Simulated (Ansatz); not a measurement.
Input and command of a plane-wave DFT calculation in Ansatz:

```yaml
crystal:
  lattice:
    - [3.446926956, 0.0, 0.0]
    - [-1.723463478, 2.9851263089, 0.0]
    - [0.0, 0.0, 11.3143087672]
  atoms:
    - { symbol: Hf, position: [0.6666666667, 0.3333333333, 0.8986176343] }
    - { symbol: Hf, position: [0.3333333333, 0.6666666667, 0.3986176343] }
    - { symbol: Hf, position: [0.6666666667, 0.3333333333, 0.6013823657] }
    - { symbol: Hf, position: [0.3333333333, 0.6666666667, 0.1013823657] }
    - { symbol: S, position: [0.0, 0.0, 0.75] }
    - { symbol: S, position: [0.0, 0.0, 0.25] }
basis:
  ecutwfc: 420
kpoints:
  mp_grid: { grid: [18, 18, 4] }
hamiltonian:
  xc: pbesol
scf:
  occupations: { method: gaussian, width: 0.15 }
output:
  forces: true
  stress: true
  eigenvalues: true
```

```bash
ansatz run input.yaml --threads 2 --pin off --max-ram 5120MiB --backend cpu --events-out ev --progress --plain --runs-dir out
```

Processor: Intel(R) Xeon(R) 6975P-C (Granite Rapids), 2 threads, on a host shared with other jobs.

Task: How long does it run, and how much memory does it take?

Result: About 10 s on 2 threads of Intel(R) Xeon(R) 6975P-C (Granite Rapids), on a shared host, peak memory 0.91 GiB. It solves 70 bands at 111 k points (the mesh reduced by symmetry) with about 2293 plane waves, in 8 SCF iterations.
